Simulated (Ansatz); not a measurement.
Runs of Ansatz 0.2.0 on CuO. The typed cell holds 6 atoms: a = 4.161 Å, b = 4.161 Å, c = 3.888 Å, α = 90.00°, β = 90.00°, γ = 90.00°. The cell comes from a database or a generator and needn't be the stable form of this composition.

```csv
potentials or basis,cutoff (eV),gap on the mesh (eV),pressure (GPa),largest force (eV/Å)
SSSP efficiency PAW,1225,none,16.8,(b)
PseudoDojo standard (PBE files),1252,none,16.2,9.98
SPMS NC,1034,none,16.8,10.14
Ansatz PAW earlier set,930,none,16.3,9.92
Ansatz PAW earlier set,1050,none,16.3,9.92
JTH PAW,1380,none,(c),10.17
Ansatz NC,1252,none,16.5,(a)
PseudoDojo stringent (PBE files),1415,none,16.2,9.95
```

Alike in all rows: task single point; level PBE; no spin polarisation; cell all atoms moved at random, sigma 0.1 Å a component; k mesh 7 × 7 × 7; smearing fermi-dirac 0.05 eV.

Q: Fill in the values left out.

A: (a) 10.00; (b) 10.13; (c) 16.9.

Caveats: an odd number of electrons without spin polarisation forces a metal; a magnetic or distorted state may lie lower; the run has no spin polarisation, though such a crystal can be magnetic; semilocal functionals often make such compounds metallic where correlation or magnetic order opens a gap, which also shifts bond lengths.

A gap of «none» marks a metal or a gap under the smearing width.

The runs don't all hold the same shells in valence.
